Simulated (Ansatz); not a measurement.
Born–Oppenheimer molecular dynamics of a periodic cell of 16 atoms, MgO (host MgO, host structure Fm-3m). It starts from a structure without forces on its atoms.

All numbers below come from DFT PBE, scalar-relativistic, plane waves, PAW in Ansatz. Settings: cutoff 420 eV, k mesh 2x2x2, fermi-dirac smearing 0.05 eV, no spin polarisation.

```json
{"ensemble": "NVT, Nosé–Hoover chain", "time step": "1 fs", "steps asked": "140", "set temperature": "1200 K", "thermostat": "time constant 100 fs, chain length 5", "seed": "147704"}
```

Frames 1 fs apart, positions in Å.

Velocities at 90.0 fs (Å/ps):

```
Mg -4.86 7.47 6.00
O -5.16 3.42 2.88
Mg -2.77 2.77 -2.05
O -3.12 1.14 -2.95
Mg 0.45 12.62 -2.35
O -2.71 -10.03 5.93
Mg 1.73 -4.10 -4.31
O 5.02 -3.23 -5.38
Mg 3.36 8.43 0.22
O 2.15 -3.77 1.48
Mg -4.32 -5.49 5.49
O 3.20 -12.51 7.38
Mg 4.28 -3.71 -5.13
O 0.97 -5.51 3.15
Mg 4.18 2.48 -10.69
O -3.47 -0.59 7.00
```

```xyz
16
Lattice="0.0000 4.4041 4.4041 4.4041 0.0000 4.4041 4.4041 4.4041 0.0000" Properties=species:S:1:pos:R:3 time_fs=90.0 energy_less_start_eV=1.404 T=717
Mg -0.050 0.024 0.170
O 2.125 2.386 2.086
Mg 2.338 2.260 -0.098
O 4.404 4.407 2.270
Mg 2.260 -0.003 2.170
O 4.241 2.128 4.261
Mg 4.465 2.140 2.125
O 6.475 4.256 4.370
Mg -0.019 2.211 2.208
O 2.307 4.667 4.385
Mg 2.162 4.503 2.250
O 4.476 6.704 4.572
Mg 2.103 2.155 4.470
O 4.414 4.324 6.712
Mg 4.338 4.134 4.359
O 6.822 6.651 6.522
16
Lattice="0.0000 4.4041 4.4041 4.4041 0.0000 4.4041 4.4041 4.4041 0.0000" Properties=species:S:1:pos:R:3 time_fs=91.0 energy_less_start_eV=1.383 T=733
Mg -0.055 0.032 0.176
O 2.120 2.389 2.089
Mg 2.335 2.262 -0.100
O 4.401 4.408 2.267
Mg 2.260 0.010 2.168
O 4.239 2.118 4.267
Mg 4.466 2.136 2.120
O 6.481 4.253 4.365
Mg -0.015 2.220 2.208
O 2.309 4.663 4.386
Mg 2.158 4.497 2.255
O 4.479 6.692 4.580
Mg 2.107 2.152 4.464
O 4.415 4.319 6.715
Mg 4.342 4.137 4.349
O 6.817 6.650 6.529
16
Lattice="0.0000 4.4041 4.4041 4.4041 0.0000 4.4041 4.4041 4.4041 0.0000" Properties=species:S:1:pos:R:3 time_fs=92.0 energy_less_start_eV=1.362 T=749
Mg -0.060 0.039 0.181
O 2.115 2.392 2.092
Mg 2.332 2.265 -0.101
O 4.398 4.410 2.263
Mg 2.260 0.023 2.165
O 4.236 2.108 4.273
Mg 4.468 2.132 2.117
O 6.486 4.251 4.359
Mg -0.011 2.228 2.208
O 2.311 4.658 4.388
Mg 2.153 4.491 2.261
O 4.483 6.679 4.586
Mg 2.111 2.148 4.458
O 4.416 4.314 6.717
Mg 4.347 4.140 4.338
O 6.812 6.649 6.536
16
Lattice="0.0000 4.4041 4.4041 4.4041 0.0000 4.4041 4.4041 4.4041 0.0000" Properties=species:S:1:pos:R:3 time_fs=93.0 energy_less_start_eV=1.342 T=764
Mg -0.065 0.047 0.186
O 2.110 2.393 2.096
Mg 2.329 2.268 -0.102
O 4.395 4.411 2.259
Mg 2.261 0.037 2.163
O 4.234 2.098 4.280
Mg 4.468 2.128 2.114
O 6.492 4.250 4.354
Mg -0.006 2.237 2.209
O 2.312 4.652 4.390
Mg 2.149 4.484 2.266
O 4.486 6.667 4.592
Mg 2.116 2.144 4.452
O 4.416 4.310 6.720
Mg 4.351 4.143 4.327
O 6.806 6.648 6.543
16
Lattice="0.0000 4.4041 4.4041 4.4041 0.0000 4.4041 4.4041 4.4041 0.0000" Properties=species:S:1:pos:R:3 time_fs=94.0 energy_less_start_eV=1.325 T=778
Mg -0.069 0.054 0.191
O 2.105 2.394 2.101
Mg 2.326 2.270 -0.102
O 4.393 4.413 2.255
Mg 2.261 0.050 2.161
O 4.231 2.088 4.286
Mg 4.468 2.124 2.111
O 6.498 4.249 4.348
Mg -0.001 2.245 2.209
O 2.313 4.646 4.392
Mg 2.145 4.477 2.272
O 4.490 6.655 4.597
Mg 2.121 2.140 4.445
O 4.417 4.306 6.722
Mg 4.356 4.147 4.316
O 6.800 6.647 6.551
16
Lattice="0.0000 4.4041 4.4041 4.4041 0.0000 4.4041 4.4041 4.4041 0.0000" Properties=species:S:1:pos:R:3 time_fs=95.0 energy_less_start_eV=1.311 T=790
Mg -0.074 0.062 0.195
O 2.101 2.394 2.106
Mg 2.323 2.272 -0.103
O 4.391 4.414 2.251
Mg 2.261 0.064 2.159
O 4.229 2.078 4.293
Mg 4.468 2.120 2.109
O 6.504 4.250 4.343
Mg 0.005 2.254 2.209
O 2.314 4.638 4.395
Mg 2.140 4.469 2.277
O 4.493 6.643 4.601
Mg 2.126 2.136 4.438
O 4.417 4.303 6.723
Mg 4.361 4.151 4.306
O 6.792 6.645 6.559
16
Lattice="0.0000 4.4041 4.4041 4.4041 0.0000 4.4041 4.4041 4.4041 0.0000" Properties=species:S:1:pos:R:3 time_fs=96.0 energy_less_start_eV=1.301 T=800
Mg -0.078 0.069 0.199
O 2.096 2.393 2.111
Mg 2.320 2.275 -0.102
O 4.388 4.416 2.246
Mg 2.262 0.077 2.157
O 4.228 2.069 4.300
Mg 4.468 2.116 2.107
O 6.510 4.251 4.337
Mg 0.010 2.262 2.210
O 2.315 4.631 4.397
Mg 2.136 4.461 2.283
O 4.497 6.630 4.605
Mg 2.132 2.132 4.431
O 4.417 4.301 6.725
Mg 4.366 4.156 4.295
O 6.783 6.644 6.566
16
Lattice="0.0000 4.4041 4.4041 4.4041 0.0000 4.4041 4.4041 4.4041 0.0000" Properties=species:S:1:pos:R:3 time_fs=97.0 energy_less_start_eV=1.295 T=808
Mg -0.082 0.076 0.203
O 2.092 2.392 2.118
Mg 2.317 2.277 -0.102
O 4.386 4.418 2.241
Mg 2.262 0.091 2.155
O 4.226 2.060 4.308
Mg 4.467 2.112 2.106
O 6.516 4.253 4.332
Mg 0.017 2.271 2.210
O 2.316 4.622 4.400
Mg 2.132 4.453 2.288
O 4.500 6.619 4.607
Mg 2.137 2.129 4.424
O 4.417 4.299 6.726
Mg 4.371 4.160 4.285
O 6.774 6.642 6.574
16
Lattice="0.0000 4.4041 4.4041 4.4041 0.0000 4.4041 4.4041 4.4041 0.0000" Properties=species:S:1:pos:R:3 time_fs=98.0 energy_less_start_eV=1.294 T=814
Mg -0.087 0.083 0.206
O 2.088 2.390 2.124
Mg 2.313 2.278 -0.101
O 4.385 4.420 2.236
Mg 2.262 0.105 2.153
O 4.224 2.052 4.315
Mg 4.466 2.109 2.105
O 6.523 4.256 4.326
Mg 0.023 2.279 2.211
O 2.316 4.613 4.404
Mg 2.128 4.445 2.294
O 4.503 6.607 4.609
Mg 2.143 2.125 4.416
O 4.417 4.298 6.727
Mg 4.376 4.166 4.274
O 6.764 6.640 6.581
16
Lattice="0.0000 4.4041 4.4041 4.4041 0.0000 4.4041 4.4041 4.4041 0.0000" Properties=species:S:1:pos:R:3 time_fs=99.0 energy_less_start_eV=1.298 T=817
Mg -0.091 0.090 0.209
O 2.084 2.386 2.131
Mg 2.310 2.280 -0.100
O 4.383 4.421 2.231
Mg 2.263 0.118 2.151
O 4.223 2.044 4.322
Mg 4.465 2.105 2.105
O 6.530 4.259 4.321
Mg 0.029 2.287 2.211
O 2.316 4.603 4.407
Mg 2.124 4.436 2.300
O 4.507 6.595 4.609
Mg 2.148 2.121 4.409
O 4.417 4.298 6.727
Mg 4.381 4.171 4.264
O 6.753 6.638 6.589
16
Lattice="0.0000 4.4041 4.4041 4.4041 0.0000 4.4041 4.4041 4.4041 0.0000" Properties=species:S:1:pos:R:3 time_fs=100.0 energy_less_start_eV=1.305 T=819
Mg -0.095 0.096 0.211
O 2.081 2.382 2.138
Mg 2.307 2.281 -0.099
O 4.381 4.423 2.226
Mg 2.263 0.132 2.149
O 4.222 2.037 4.329
Mg 4.464 2.101 2.106
O 6.536 4.264 4.315
Mg 0.035 2.295 2.212
O 2.316 4.593 4.410
Mg 2.120 4.427 2.305
O 4.510 6.584 4.609
Mg 2.154 2.118 4.401
O 4.417 4.298 6.727
Mg 4.386 4.177 4.253
O 6.742 6.635 6.597
16
Lattice="0.0000 4.4041 4.4041 4.4041 0.0000 4.4041 4.4041 4.4041 0.0000" Properties=species:S:1:pos:R:3 time_fs=101.0 energy_less_start_eV=1.317 T=818
Mg -0.098 0.102 0.213
O 2.078 2.378 2.145
Mg 2.304 2.282 -0.097
O 4.380 4.425 2.221
Mg 2.263 0.145 2.147
O 4.222 2.031 4.336
Mg 4.463 2.098 2.107
O 6.543 4.269 4.310
Mg 0.041 2.303 2.212
O 2.315 4.583 4.414
Mg 2.117 4.418 2.311
O 4.513 6.572 4.608
Mg 2.159 2.114 4.393
O 4.417 4.299 6.727
Mg 4.391 4.183 4.243
O 6.730 6.633 6.604
```

Of the whole run (140 fs, mean temperature of the second half 758 K): The conserved energy stayed within 0.13 meV per atom of its start (net change 0.076 meV per atom), so the integration is sound. The mean temperature of the second half is 37 % below the set value. A run of 0.14 ps of so small a system gives no equilibrium averages. Limits of this set-up: coarse k mesh.

Run time: 6.2 min on 1 thread of Arm Neoverse V2 (shared host), peak memory 0.52 GiB.
